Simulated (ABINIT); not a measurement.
# RbBr (Fm-3m): G0W0 with ABINIT, start to end, part 2 of 3

Wanted: ground state, empty states, screening and self-energy for RbBr (Fm-3m).

ABINIT 10.8.3; PBE and many-body steps on it, plane waves. Known limits of the many-body steps: not at the basis limit; no spin-orbit coupling.

So far. Step 2 (Ground state): The gap is direct, at Γ.

The database entry behind the starting cell differs from later determinations by our own check (about 0.5 % short), so it need not match the best structure at ambient conditions.

**3. Bands along the symmetry lines**

Level of this step: DFT, PBE, plane waves, norm-conserving pseudopotentials (ABINIT).

The cheap functional maps the bands first; the places of the edges decide which points the dearer methods must see.

run.abi reads:

```
acell 3*1.0 Angstrom
rprim 
  0.000000000000 3.427000000000 3.427000000000
  3.427000000000 0.000000000000 3.427000000000
  3.427000000000 3.427000000000 -0.000000000000
ntypat 2
znucl 37 35
natom 2
typat 1 2
xred 
  0.000000000000 0.000000000000 0.000000000000
  0.500000000000 0.500000000000 0.500000000000
pp_dirpath "pseudos"
pseudos "Rb.upf, Br.upf"
ecut 19
iscf -2
irdden 1
kptopt 0
nkpt 50
kpt 
  0.00000000 0.00000000 0.00000000
  0.06250000 0.00000000 0.06250000
  0.12500000 0.00000000 0.12500000
  0.18750000 0.00000000 0.18750000
  0.25000000 0.00000000 0.25000000
  0.31250000 0.00000000 0.31250000
  0.37500000 0.00000000 0.37500000
  0.43750000 0.00000000 0.43750000
  0.50000000 0.00000000 0.50000000
  0.51562500 0.03125000 0.51562500
  0.53125000 0.06250000 0.53125000
  0.54687500 0.09375000 0.54687500
  0.56250000 0.12500000 0.56250000
  0.57812500 0.15625000 0.57812500
  0.59375000 0.18750000 0.59375000
  0.60937500 0.21875000 0.60937500
  0.62500000 0.25000000 0.62500000
  0.37500000 0.37500000 0.75000000
  0.32812500 0.32812500 0.65625000
  0.28125000 0.28125000 0.56250000
  0.23437500 0.23437500 0.46875000
  0.18750000 0.18750000 0.37500000
  0.14062500 0.14062500 0.28125000
  0.09375000 0.09375000 0.18750000
  0.04687500 0.04687500 0.09375000
  0.00000000 0.00000000 0.00000000
  0.06250000 0.06250000 0.06250000
  0.12500000 0.12500000 0.12500000
  0.18750000 0.18750000 0.18750000
  0.25000000 0.25000000 0.25000000
  0.31250000 0.31250000 0.31250000
  0.37500000 0.37500000 0.37500000
  0.43750000 0.43750000 0.43750000
  0.50000000 0.50000000 0.50000000
  0.50000000 0.46875000 0.53125000
  0.50000000 0.43750000 0.56250000
  0.50000000 0.40625000 0.59375000
  0.50000000 0.37500000 0.62500000
  0.50000000 0.34375000 0.65625000
  0.50000000 0.31250000 0.68750000
  0.50000000 0.28125000 0.71875000
  0.50000000 0.25000000 0.75000000
  0.50000000 0.21875000 0.71875000
  0.50000000 0.18750000 0.68750000
  0.50000000 0.15625000 0.65625000
  0.50000000 0.12500000 0.62500000
  0.50000000 0.09375000 0.59375000
  0.50000000 0.06250000 0.56250000
  0.50000000 0.03125000 0.53125000
  0.50000000 0.00000000 0.50000000
istwfk *1
nband 15
nbdbuf 2
tolwfr 1e-08
nstep 40
prtwf 0
prtvol 0
indata_prefix "in"
outdata_prefix "out"
tmpdata_prefix "tmp"
```

Started as:

```console
OMP_NUM_THREADS=1 mpirun -n 4 abinit run.abi > log
```

Numbers of over 12 decimals in the logs are rounded to 6 here.

What it wrote:

```text
.Version 10.8.3 of ABINIT. v10.8.2 released Aug 2026.

 Symmetries : space group Fm -3 m (#225); Bravais cF (face-center cubic)
[... echo of the input left out ...]
== DATASET  1 ==================================================================
-   mpi_nproc: 4, omp_nthreads: 1 (-1 if OMP is not activated)

--- !DatasetInfo
iteration_state: {dtset: 1, }
dimensions: {natom: 2, nkpt: 50, mband: 15, nsppol: 1, nspinor: 1, nspden: 1, mpw: 2180, }
cutoff_energies: {ecut:  19.0, pawecutdg:  -1.0, }
electrons: {nelect:   1.60000000E+01, charge:   0.00000000E+00, occopt:   1.00000000E+00, tsmear:   1.00000000E-02, }

 Real(R)+Recip(G) space primitive vectors, cartesian coordinates (Bohr,Bohr^-1):
 R(1)=  0.0000000  6.4760914  6.4760914  G(1)= -0.0772071  0.0772071  0.0772071
 R(2)=  6.4760914  0.0000000  6.4760914  G(2)=  0.0772071 -0.0772071  0.0772071
 R(3)=  6.4760914  6.4760914  0.0000000  G(3)=  0.0772071  0.0772071 -0.0772071
 Unit cell volume ucvol=  5.4321144E+02 bohr^3
 Angles (23,13,12)=  6.00000000E+01  6.00000000E+01  6.00000000E+01 degrees

 getcut: wavevector=  0.0000  0.0000  0.0000  ngfft=  36  36  36
         ecut(hartree)=     19.000   => boxcut(ratio)=   2.00324

--- Pseudopotential description ------------------------------------------------
- Rb Generated using ONCVPSP code by D. R. Hamann
- 37.00000   9.00000  171031                  znucl, zion, pspdat
12 -101130 2 -1 2308                          pspcod,pspxc,lmax,lloc,mmax
     nproj     2     2     2
  pspatm : epsatm=   34.45470878
         --- l  ekb(1:nproj) -->
             0    8.246201   -0.469081
             1    3.243116   -0.369397
             2   -1.026759    0.985281
 pspatm: atomic psp has been read  and splines computed

- Br Generated using ONCVPSP code by D. R. Hamann
- 35.00000   7.00000  171031                  znucl, zion, pspdat
12 -101130 2 -1 1098                          pspcod,pspxc,lmax,lloc,mmax
     nproj     2     2     2
  pspatm : epsatm=   11.64859065
         --- l  ekb(1:nproj) -->
[...]
pspatm: atomic psp has been read  and splines computed

--------------------------------------------------------------------------------

================================================================================
 prteigrs : about to open file out_EIG
 Non-SCF case, kpt    1 (  0.00000  0.00000  0.00000), residuals and eigenvalues=
  1.84E-09  3.21E-09  1.82E-09  5.89E-09  4.90E-09  1.92E-09  1.94E-09  3.79E-09
  8.28E-09  7.50E-09  9.35E-10  2.63E-09  1.12E-09  5.88E-09  1.02E-08
 -9.3590E-01 -4.8605E-01 -3.5047E-01 -3.5047E-01 -3.5047E-01 -3.8280E-02
 -3.8280E-02 -3.8280E-02  1.2208E-01  2.2944E-01  2.2944E-01  2.2944E-01
[...]
Non-SCF case, kpt    2 (  0.06250  0.00000  0.06250), residuals and eigenvalues=
  1.74E-09  1.78E-09  1.71E-09  5.78E-09  1.33E-09  5.87E-09  1.38E-09  5.68E-09
[...]
4.97E-09  6.57E-09  3.75E-09  3.05E-09  5.90E-09  9.64E-09  1.44E-09  6.43E-09
  4.56E-09  1.43E-09  1.55E-09  6.12E-09  9.22E-09  9.10E-09  9.82E-06
[...]
Non-SCF case, kpt   49 (  0.50000  0.03125  0.53125), residuals and eigenvalues=
[...]
Non-SCF case, kpt   50 (  0.50000  0.00000  0.50000), residuals and eigenvalues=
[...]
-9.3547E-01 -4.8409E-01 -3.5718E-01 -3.5312E-01 -3.5312E-01 -5.5652E-02
 -4.4118E-02 -4.4118E-02  1.6807E-01  2.2384E-01  2.9994E-01  3.0018E-01
[...]
--- !ResultsGS
iteration_state: {dtset: 1, }
comment   : Summary of ground state results
lattice_vectors:
- [  0.0000000,   6.4760914,   6.4760914, ]
- [  6.4760914,   0.0000000,   6.4760914, ]
- [  6.4760914,   6.4760914,  -0.0000000, ]
lattice_lengths: [   9.15858,    9.15858,    9.15858, ]
lattice_angles: [ 60.000,  60.000,  60.000, ] # degrees, (23, 13, 12)
lattice_volume:   5.4321144E+02
convergence: {deltae:  0.000E+00, res2:  0.000E+00, residm:  9.895E-09, diffor:  0.000E+00, }
etotal    :  -4.29380900E+01
entropy   :   0.00000000E+00
fermie    :  -3.82805169E-02
cartesian_stress_tensor: null
pressure_GPa: null
xred      :
- [  0.0000E+00,   0.0000E+00,   0.0000E+00, Rb]
- [  5.0000E-01,   5.0000E-01,   5.0000E-01, Br]
cartesian_forces: null
force_length_stats: {min: null, max: null, mean: null, }

 Integrated electronic density in atomic spheres:
 ------------------------------------------------
 Atom  Sphere_radius  Integrated_density
[...]
================================================================================

 ----iterations are completed or convergence reached----

 Mean square residual over all n,k,spin=   46.489E-10; max=  98.950E-10
 reduced coordinates (array xred) for    2 atoms
       0.000000000000      0.000000000000      0.000000000000
       0.500000000000      0.500000000000      0.500000000000

 cartesian coordinates (angstrom) at end:
    1      0.000000     0.000000     0.000000
    2      3.427000     3.427000     3.427000
 length scales=  1.889726125908  1.889726125908  1.889726125908 bohr
              =  1.000000000000  1.000000000000  1.000000000000 angstroms
 prteigrs : about to open file out_EIG
 Eigenvalues (hartree) for nkpt=  50  k points:
 kpt#   1, nband= 15, wtk=  1.00000, kpt=  0.0000  0.0000  0.0000 (reduced coord)
[...]
kpt#   2, nband= 15, wtk=  1.00000, kpt=  0.0625  0.0000  0.0625 (reduced coord)
[...]
kpt#   3, nband= 15, wtk=  1.00000, kpt=  0.1250  0.0000  0.1250 (reduced coord)
[...]
kpt#  49, nband= 15, wtk=  1.00000, kpt=  0.5000  0.0313  0.5313 (reduced coord)
  -0.93547   -0.48413   -0.35714   -0.35316   -0.35299   -0.05558   -0.04460   -0.04428
   0.16902    0.22510    0.29774    0.30111    0.30793    0.35988    0.36087
 kpt#  50, nband= 15, wtk=  1.00000, kpt=  0.5000  0.0000  0.5000 (reduced coord)
  -0.93547   -0.48409   -0.35718   -0.35312   -0.35312   -0.05565   -0.04412   -0.04412
   0.16807    0.22384    0.29994    0.30018    0.30871    0.35982    0.35982

== END DATASET(S) ==============================================================
================================================================================

 -outvars: echo values of variables after computation  --------
            nband          15
             nkpt          50
          spgroup         225
 [... the other variables as echoed above ...]

 Calculation completed.
```

It took 8.9 s on 4 MPI ranks of Arm Neoverse V1, shared host; peak memory 0.26 GiB.

This step gave:

| Property | Result |
| --- | --- |
| gap | 4.364 eV |
| k of the valence top | 0, 0, 0 |
| k of the conduction bottom | 0, 0, 0 |
| least direct gap | 4.364 eV |

The gap is 4.364 eV, as in the run before at this level.

Electronic bands along the path, in eV, zero at the top of the highest filled band; v1 is the highest filled band, c1 the lowest empty one:

```
    point     v4     v3     v2     v1    c1    c2    c3    c4
        Γ  -8.50   0.00   0.00   0.00  4.36  7.29  7.29  7.29
  halfway  -8.49  -0.60  -0.10  -0.10  5.72  6.25  8.62  8.76
        X  -8.57  -0.47  -0.16  -0.16  5.62  7.13  9.20  9.21
  halfway  -8.56  -0.46  -0.26  -0.19  5.82  7.40  8.82  9.28
        U  -8.53  -0.49  -0.41  -0.26  6.35  8.13  8.16  8.86
jump to K  -8.53  -0.49  -0.41  -0.26  6.35  8.13  8.16  8.86
  halfway  -8.46  -0.67  -0.28  -0.15  6.03  6.98  8.06  8.80
        Γ  -8.50   0.00   0.00   0.00  4.36  7.29  7.29  7.29
  halfway  -8.47  -0.56  -0.18  -0.18  5.63  7.15  8.01  8.01
        L  -8.45  -0.99  -0.35  -0.35  6.82  7.72  9.49  9.49
  halfway  -8.48  -0.76  -0.35  -0.33  6.98  7.42  8.88  9.00
        W  -8.48  -0.49  -0.35  -0.35  7.09  7.09  8.27  8.62
  halfway  -8.52  -0.44  -0.33  -0.22  6.02  7.60  8.43  9.14
        X  -8.57  -0.47  -0.16  -0.16  5.62  7.13  9.20  9.21
```

The electronic bands as a text plot (rows in eV, shown from -8.0 to 8.2 only):

```
    7.8 |+ +++          ++++    +++++ ++   ++   ++++++      ++
    7.2 |++++      +++++    ++++++++++++++++++++  ++++++++++  +++
    6.5 |    ++++++      +++  ++               +++         ++
    5.8 |     +++++++++++       +           +++              ++++
    5.1 |  +++                   ++++      +
    4.5 |++                          ++++++
    3.8 |
    3.1 |
    2.4 |
    1.8 |
    1.1 |
    0.4 |
   -0.2 |********************************************************
   -0.9 |     ****         ******            ***********
   -1.6 |
   -2.3 |
   -2.9 |
   -3.6 |
   -4.3 |
   -5.0 |
   -5.6 |
   -6.3 |
   -7.0 |
   -7.7 |
         Γ           X  U|K            Γ         L        W     X
```

**4. Empty states on the mesh, 4×4×4 mesh, 457 bands**

The sums over transitions need many empty states on a uniform mesh; this step solves for them.

run.abi reads:

```
acell 3*1.0 Angstrom
rprim 
  0.000000000000 3.427000000000 3.427000000000
  3.427000000000 0.000000000000 3.427000000000
  3.427000000000 3.427000000000 -0.000000000000
ntypat 2
znucl 37 35
natom 2
typat 1 2
xred 
  0.000000000000 0.000000000000 0.000000000000
  0.500000000000 0.500000000000 0.500000000000
pp_dirpath "pseudos"
pseudos "Rb.upf, Br.upf"
ecut 19
ngkpt 4 4 4
nshiftk 1
shiftk 0 0 0
kptopt 1
chksymbreak 0
irdden 1
istwfk *1
nband 457
prtvol 0
optdriver 6
gwr_task "HDIAGO"
paral_kgb 0
occopt 1
indata_prefix "in"
outdata_prefix "out"
tmpdata_prefix "tmp"
```

What it wrote:

```text
[banner, memory and clock lines left out]
.Version 10.8.3 of ABINIT. v10.8.2 released Aug 2026.

 Symmetries : space group Fm -3 m (#225); Bravais cF (face-center cubic)
[... echo of the input left out ...]
== DATASET  1 ==================================================================
-   mpi_nproc: 4, omp_nthreads: 1 (-1 if OMP is not activated)

--- !DatasetInfo
iteration_state: {dtset: 1, }
dimensions: {natom: 2, nkpt: 8, mband: 457, nsppol: 1, nspinor: 1, nspden: 1, mpw: 2180, }
cutoff_energies: {ecut:  19.0, pawecutdg:  -1.0, }
electrons: {nelect:   1.60000000E+01, charge:   0.00000000E+00, occopt:   1.00000000E+00, tsmear:   1.00000000E-02, }

.Using double precision arithmetic; gwpc =  8

- Reading GS density from: in_DEN

--- Pseudopotential description ------------------------------------------------
- Rb Generated using ONCVPSP code by D. R. Hamann
- 37.00000   9.00000  171031                  znucl, zion, pspdat
12 -101130 2 -1 2308                          pspcod,pspxc,lmax,lloc,mmax
     nproj     2     2     2
  pspatm : epsatm=   34.45470878
         --- l  ekb(1:nproj) -->
             0    8.246201   -0.469081
             1    3.243116   -0.369397
             2   -1.026759    0.985281
 pspatm: atomic psp has been read  and splines computed

- Br Generated using ONCVPSP code by D. R. Hamann
- 35.00000   7.00000  171031                  znucl, zion, pspdat
12 -101130 2 -1 1098                          pspcod,pspxc,lmax,lloc,mmax
     nproj     2     2     2
  pspatm : epsatm=   11.64859065
         --- l  ekb(1:nproj) -->
             0    8.455549    0.878460
             1    5.292495    0.880691
             2    2.589748    0.385882
 pspatm: atomic psp has been read  and splines computed

   7.37652791E+02                                ecore*ucvol(ha*bohr**3)

 Total charge density [el/Bohr^3]
)     Maximum=    3.1531E-01  at reduced coord.    0.1111    0.8889    0.9722
)     Minimum=    6.3750E-04  at reduced coord.    0.2500    0.2500    0.2500
   Integrated=    1.6000E+01

 === KS gaps after direct diagonalization ===
 Direct band gap semiconductor
 Fundamental gap:     4.364 (eV)
   VBM:    -1.042 (eV) at k: [ 0.0000E+00,  0.0000E+00,  0.0000E+00]
   CBM:     3.322 (eV) at k: [ 0.0000E+00,  0.0000E+00,  0.0000E+00]
 Direct gap:         4.364 (eV) at k: [ 0.0000E+00,  0.0000E+00,  0.0000E+00]

== END DATASET(S) ==============================================================

 -outvars: echo values of variables after computation  --------
           etotal      0.0000000000E+00
            nband         457
             nkpt           8
          spgroup         225
 [... the other variables as echoed above ...]

 Calculation completed.
```

Run time: 22 s. Hardware: 4 MPI ranks; peak memory 1.3 GiB.

This step gave:

- gap: 4.364 eV
- k of the valence top: 0, 0, 0
- k of the conduction bottom: 0, 0, 0
- least direct gap: 4.364 eV
- k points computed: 8
- lowest point of the top converged band, above the valence top: 175.7721 eV

On this mesh the gap is 4.364 eV.

**5. Screening, 4×4×4 mesh, 449 bands, screening to 239.5 eV**

The RPA dielectric matrix is built and inverted for each q.

This step: RPA screening on PBE, plane waves, norm-conserving pseudopotentials.

Changes to run.abi since step 4:

```diff
@@ -20,10 +20,11 @@
 chksymbreak 0
-irdden 1
 istwfk *1
-nband 457
-prtvol 0
-optdriver 6
-gwr_task "HDIAGO"
-paral_kgb 0
 occopt 1
+irdwfk 1
+optdriver 3
+nband 449
+ecuteps 8.8
+inclvkb 2
+awtr 1
+symchi 1
 indata_prefix "in"
```

What it wrote:

```text
.Version 10.8.3 of ABINIT. v10.8.2 released Aug 2026.

 Symmetries : space group Fm -3 m (#225); Bravais cF (face-center cubic)
[... echo of the input left out ...]
== DATASET  1 ==================================================================
-   mpi_nproc: 4, omp_nthreads: 1 (-1 if OMP is not activated)

--- !DatasetInfo
iteration_state: {dtset: 1, }
dimensions: {natom: 2, nkpt: 8, mband: 449, nsppol: 1, nspinor: 1, nspden: 1, mpw: 2180, }
cutoff_energies: {ecut:  19.0, pawecutdg:  -1.0, }
electrons: {nelect:   1.60000000E+01, charge:   0.00000000E+00, occopt:   1.00000000E+00, tsmear:   1.00000000E-02, }

 SCREENING: Calculation of the susceptibility and dielectric matrices

 Based on a program developped by R.W. Godby, V. Olevano, G. Onida, and L. Reining.
 Incorporated in ABINIT by V. Olevano, G.-M. Rignanese, and M. Torrent.
.Using double precision arithmetic ; gwpc =  8

[... cell and pseudopotentials left out ...]
--------------------------------------------------------------------------------

 ==== K-mesh for the wavefunctions ====
 Number of points in the irreducible wedge :     8
[... list of points left out ...]
 Together with 48 symmetry operations and time-reversal symmetry
 yields    64 points in the full Brillouin Zone.

 ==== Q-mesh for the screening function ====
 Number of points in the irreducible wedge :     8
[... list of points left out ...]
 Together with 48 symmetry operations and time-reversal symmetry
 yields    64 points in the full Brillouin Zone.

 setmesh: FFT mesh size selected  =    30x   30x   30
          total number of points  =        27000

 vcoul_init : cutoff-mode = AUXILIARY_FUNCTION
 q-points for optical limit:   1
     1)      0.000010    0.000020    0.000030

- screening: taking advantage of time-reversal symmetry
- Maximum band index for partially occupied states nbvw = 8
- Remaining bands to be divided among processors   nbcw = 441
- Number of bands treated by each node ~110

 Number of electrons calculated from density =   16.0000; Expected =   16.0000
 average of density, n =  0.029454
 r_s =    2.0087
 omega_plasma =   16.5551 [eV]

 calculating chi0 at frequencies [eV] :
  1    0.000000E+00    0.000000E+00
  2    0.000000E+00    1.655507E+01

--------------------------------------------------------------------------------
  q-point number  1        q = ( 0.000000, 0.000000, 0.000000) [r.l.u.]
--------------------------------------------------------------------------------
[... chi0 elements left out ...]
 For q-point:  0.000010 0.000020 0.000030
  dielectric constant =   2.3654
  dielectric constant without local fields =   2.8438

  Average fulfillment of the sum rule on Im[epsilon] for q-point    1 :     97.90  [%]
[... wings left out ...]
  q-point number  2        q = ( 0.250000, 0.000000, 0.000000) [r.l.u.]
--------------------------------------------------------------------------------
[... chi0 elements left out ...]
  Average fulfillment of the sum rule on Im[epsilon] for q-point    2 :     99.99  [%]

 [... 6 further q-points ...]
```

Wall time 4.6 min (4 MPI ranks); peak memory 2.2 GiB; 18 min of CPU time.

This step gave:

| Quantity | Value |
| --- | --- |
| ε∞ with local fields, on this mesh, along the program's q direction | 2.365 |
| the same without local fields | 2.844 |
| plasma frequency | 16.56 eV |
| plane waves in the screening matrix | 645 |

Local fields lower ε∞ by 17 %.

(Continued in part 3 of 3.)

[Paths, hosts, dates, memory and timing lines, banners, echoed tables and standing remarks are left out of the program output.]

[Logs are printed without paths, hosts, clocks, repeated set-up lines and the standing remarks that a program may print on its own settings, such as how far it seeks lower states.]

[Runs of the session that timed out or met a known fault of the program may be left out.]

[Hosts, paths, dates, database ids (printed as entryN), source tags and the programs' standing remarks are cut or masked in the printed files.]

[G0W0 gaps are taken among the corrected bands and points alone; a level outside them can change the order at an edge.]

[Where Ansatz stands beside ABINIT at settings called matched, ABINIT's density can come from a denser mesh and the files from another edition; pairs whose starting gaps differed by over 0.03 eV were left out, so agreement reads better than it is.]
